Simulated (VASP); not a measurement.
# Cr (P6_3/mmc) in VASP: a series of runs, part 2 of 3

VASP 6.6.1. Earlier steps stand in the parts before.

### Step 3. Single point, PBEsol

This run uses another cell than the first one, of 13.31 Å³/atom, 1.160 times its volume.

Input file INCAR:

```
SYSTEM = Cr
PREC     = Accurate       ! precision mode
ENCUT    = 520            ! plane-wave cutoff, eV
EDIFF    = 1E-7           ! SCF threshold, eV
ISMEAR   = 0              ! smearing method
SIGMA    = 0.1            ! smearing width, eV
LREAL    = .FALSE.        ! projectors in reciprocal space
LASPH    = .TRUE.         ! aspherical terms in the spheres
NELM     = 100            ! most SCF steps
ALGO     = Fast           ! electronic algorithm
ISIF     = 2              ! what is computed and relaxed
LWAVE    = .FALSE.        ! write WAVECAR
LCHARG   = .FALSE.        ! write CHGCAR
GGA      = PS             ! functional
NBANDS   = 32             ! bands
```

Input file KPOINTS:

```
regular mesh
0
G
  6 6 2
  0 0 0
```

Input file POSCAR:

```
Cr
1.0
    3.7498705517      0.0000000000      0.0000000000
   -1.8749352759      3.2474831587      0.0000000000
    0.0000000000      0.0000000000      4.3705576670
Cr
4
Direct
    0.0000000000      0.0000000000      0.2500000000
    0.0000000000      0.0000000000      0.7500000000
    0.3333333333      0.6666666667      0.7500000000
    0.6666666667      0.3333333333      0.2500000000
```

Potentials or basis: VASP PAW PBE potentials, release 64 (Cr_pv).

Command:

```sh
$ cat potpaw_PBE.64/Cr_pv/POTCAR > POTCAR
$ mpirun -np 1 vasp_std > vasp.out
```

OUTCAR:

```text
SYSTEM = Cr
   PREC = Accurate
   ENCUT = 520
   EDIFF = 1E-7
   ISMEAR = 0
   LREAL = .FALSE.
   LASPH = .TRUE.
   NELM = 100
   ISIF = 2
   GGA = PS

 ion  position               nearest neighbor table
   1  0.000  0.000  0.250-   4 2.16   4 2.16   4 2.16   2 2.19   2 2.19   3 3.08   3 3.08   3 3.08
                             3 3.08   3 3.08   3 3.08
   2  0.000  0.000  0.750-   3 2.16   3 2.16   3 2.16   1 2.19   1 2.19   4 3.08   4 3.08   4 3.08
                             4 3.08   4 3.08   4 3.08
   3  0.333  0.667  0.750-   2 2.16   2 2.16   2 2.16   4 3.08   4 3.08   4 3.08   4 3.08   1 3.08
                             1 3.08   1 3.08   1 3.08   1 3.08   1 3.08   4 3.08   4 3.08
   4  0.667  0.333  0.250-   1 2.16   1 2.16   1 2.16   3 3.08   3 3.08   3 3.08   3 3.08   2 3.08
                             2 3.08   2 3.08   2 3.08   2 3.08   2 3.08   3 3.08   3 3.08

  LATTYP: Found a hexagonal cell.
 ALAT       =     3.7498705517
 C/A-ratio  =     1.1655222778

  Lattice vectors:

 A1 = (   3.7498705517,   0.0000000000,   0.0000000000)
 A2 = (  -1.8749352759,   3.2474831587,   0.0000000000)
 A3 = (   0.0000000000,   0.0000000000,   4.3705576670)

Analysis of symmetry for initial positions (statically):
=====================================================================
 Subroutine PRICEL returns:
 Original cell was already a primitive cell.

 Routine SETGRP: Setting up the symmetry group for a
 hexagonal supercell.

 Subroutine GETGRP returns: Found 24 space group operations
 (whereof 12 operations were pure point group operations)
 out of a pool of 24 trial point group operations.

The static configuration has the point symmetry D_3d.
 The point group associated with its full space group is D_6h.

Analysis of symmetry for dynamics (positions and initial velocities):
=====================================================================
 Subroutine PRICEL returns:
 Original cell was already a primitive cell.

 Routine SETGRP: Setting up the symmetry group for a
 hexagonal supercell.

 Subroutine GETGRP returns: Found 24 space group operations
 (whereof 12 operations were pure point group operations)
 out of a pool of 24 trial point group operations.

The dynamic configuration has the point symmetry D_3d.
 The point group associated with its full space group is D_6h.

 Subroutine INISYM returns: Found 24 space group operations
 (whereof 12 operations are pure point group operations),
 and found     1 'primitive' translations

----------------------------------------------------------------------------------------

                                     Primitive cell

  volume of cell :      53.2231

  direct lattice vectors                    reciprocal lattice vectors
     3.749870552  0.000000000  0.000000000     0.266675872  0.153965387  0.000000000
    -1.874935276  3.247483159  0.000000000     0.000000000  0.307930773  0.000000000
     0.000000000  0.000000000  4.370557667     0.000000000  0.000000000  0.228803754

  length of vectors
     3.749870552  3.749870552  4.370557667     0.307930773  0.307930773  0.228803754

  position of ions in fractional coordinates (direct lattice)
     0.000000000  0.000000000  0.250000000
     0.000000000  0.000000000  0.750000000
[... 33 lines left out ...]

 Found     14 irreducible k-points:

 Following reciprocal coordinates:
            Coordinates               Weight
  0.000000  0.000000  0.000000      1.000000
  0.166667  0.000000  0.000000      6.000000
  0.333333 -0.000000  0.000000      6.000000
  0.500000  0.000000  0.000000      3.000000
  0.166667  0.166667  0.000000      6.000000
  0.333333  0.166667  0.000000     12.000000
  0.333333  0.333333  0.000000      2.000000
  0.000000  0.000000  0.500000      1.000000
  0.166667  0.000000  0.500000      6.000000
  0.333333 -0.000000  0.500000      6.000000
  0.500000  0.000000  0.500000      3.000000
  0.166667  0.166667  0.500000      6.000000
  0.333333  0.166667  0.500000     12.000000
  0.333333  0.333333  0.500000      2.000000
   k-points           NKPTS =     14   k-points in BZ     NKDIM =     14   number of bands    NBANDS=     32
   number of dos      NEDOS =    301   number of ions     NIONS =      4
   total plane-waves  NPLWV =  28224
   dimension x,y,z NGX =    28 NGY =   28 NGZ =   36
   dimension x,y,z NGXF=    56 NGYF=   56 NGZF=   72
   ions per type =               4
   NGX,Y,Z   is equivalent  to a cutoff of  12.41, 12.41, 13.69 a.u.
   NGXF,Y,Z  is equivalent  to a cutoff of  24.83, 24.83, 27.39 a.u.
 SYSTEM =  Cr
   PREC   = accura    normal or accurate (medium, high low for compatibility)
   ISTART =      0    job   : 0-new  1-cont  2-samecut
   ICHARG =      2    charge: 1-file 2-atom 10-const
   ISPIN  =      1    spin polarized calculation?
   LNONCOLLINEAR =      F non collinear calculations
   LSORBIT =      F    spin-orbit coupling
   LASPH  =      T    aspherical Exc in radial PAW
   ENCUT  =  520.0 eV  38.22 Ry    6.18 a.u.   6.97  6.97  8.13*2*pi/ulx,y,z
   NELM   =    100;   NELMIN=  2; NELMDL= -5     # of ELM steps
   EDIFF  = 0.1E-06   stopping-criterion for ELM
   LREAL  =      F    real-space projection
[... 7 lines left out ...]
   TEBEG  =    0.0;   TEEND  =   0.0 temperature during run
   PSTRESS=    0.0 pullay stress
   NELECT =      48.0000    total number of electrons
   NUPDOWN=      -1.0000    fix difference up-down
   EMIN   =  10.00;   EMAX   =-10.00  energy-range for DOS
   EFERMI =   0.00;   METHOD = LEGACY
   ISMEAR =     0;   SIGMA  =   0.10  broadening in eV -4-tet -1-fermi 0-gaus
   EFERMI_NEDOS =   21; number of points for ismear=-14 and -15
   IALGO  =     68    algorithm
   IMIX   =      4    mixing-type and parameters
     AMIX     =   0.40;   BMIX     =  1.00
     AMIX_MAG =   1.60;   BMIX_MAG =  1.00
  volume/ion in A,a.u.               =      13.31        89.79
  Fermi-wavevector in a.u.,A,eV,Ry     =   1.581692  2.988964 34.038366  2.501749
  Thomas-Fermi vector in A             =   2.681729
   LORBIT       =      0    0 simple, 1 ext, 2 COOP (PROOUT), +10 PAW based schemes
   GGA     = PS    functional components
   LHFCALC =     F    Hartree Fock is set to
   AEXX    =    0.0000 exact exchange contribution
   IVDW    =     0    specifies the selected vdW correction
   LEPSILON=     F    determine dielectric tensor
   LRPA    =     F    only Hartree local field effects (RPA)
 non-spin polarized calculation
 RMM-DIIS sequential band-by-band and
 Gauss-broadening in eV      SIGMA  =   0.10
  energy-cutoff  :      520.00
  volume of cell :       53.22
 maximum number of plane-waves:      1446
 NGX is ok and might be reduce to    28
   NGX = 13   NGY = 13   NGZ = 17

 number of electron      48.0000009 magnetization

 Free energy of the ion-electron system (eV)
  ---------------------------------------------------
  ext. energy  EPLUGINS =         0.00000000
  ---------------------------------------------------
  free energy    TOTEN  =       -36.48666328 eV

  energy without entropy =      -36.47186804  energy(sigma->0) =      -36.47926566

 E-fermi :   8.7244     XC(G=0): -12.7912

 val. band max:        8.5772700489   @ k =   0.1667   0.0000   0.0000
 cond. band min:       8.7278913852   @ k =   0.1667   0.1667   0.0000
 fundamental gap:      0.1506213363
 Fermi energy:         8.7243630180

 k-point     1 :       0.0000    0.0000    0.0000
  band No.  band energies     occupation
      1     -34.8619      2.00000
      2     -34.4513      2.00000
      3     -34.4513      2.00000
      4     -34.3425      2.00000
      5     -34.3425      2.00000
      6     -34.0149      2.00000
[... 479 lines left out ...]
     31      11.8263      0.00000
     32      11.8263      0.00000

------------------------ aborting loop because EDIFF is reached ----------------------------------------

  FORCE on cell =-STRESS in cart. coord.  units (eV):
  Direction    XX          YY          ZZ          XY          YZ          ZX
  --------------------------------------------------------------------------------------
  -------------------------------------------------------------------------------------
  Total        0.1572503      0.1572503     -0.0528739     -0.0000000      0.0000000      0.0000000
  in kB        4.7337153      4.7337153     -1.5916654     -0.0000000      0.0000000      0.0000000
  external PRESSURE =       2.6252550 kB  Pullay stress =       0.0000000 kB

 VOLUME and BASIS-vectors are now :
 -----------------------------------------------------------------------------
  energy-cutoff  :      520.00
  volume of cell :       53.22
      direct lattice vectors                 reciprocal lattice vectors
     3.749870552  0.000000000  0.000000000     0.266675872  0.153965387  0.000000000
    -1.874935276  3.247483159  0.000000000     0.000000000  0.307930773  0.000000000
     0.000000000  0.000000000  4.370557667     0.000000000  0.000000000  0.228803754

 POSITION                                       TOTAL-FORCE (eV/Angst)
 -----------------------------------------------------------------------------------
      0.00000      0.00000      1.09264        -0.000000     -0.000000     -0.000000
      0.00000      0.00000      3.27792        -0.000000     -0.000000     -0.000000
     -0.00000      2.16499      3.27792         0.000000     -0.000000      0.000000
      1.87494      1.08249      1.09264        -0.000000      0.000000      0.000000
 -----------------------------------------------------------------------------------
    total drift:                                0.000000     -0.000000      0.000000

  FREE ENERGIE OF THE ION-ELECTRON SYSTEM (eV)
  ---------------------------------------------------
  free  energy   TOTEN  =       -36.4866632848 eV

  energy  without entropy=      -36.4718680429  energy(sigma->0) =      -36.47926566
```

It took 21 s on 1 thread of Intel Xeon 6975P-C (Granite Rapids), shared host; peak memory 0.16 GiB.

Results:

* Free energy: -36.4867 eV
* Pressure: 0.3 GPa
* Band gap on the k mesh: none (metal or under the smearing width)

Caveat: the k mesh is coarse (spacing up to 0.72 Å⁻¹), so the values aren't converged; the PAW data sets were made with another functional, which shifts forces and pressure a little; the run has no spin polarisation, though such a crystal can be magnetic. Spin polarisation is off, so any magnetic state and its effect on volume and gap are missing.

(Part 2 of 3 ends here.)
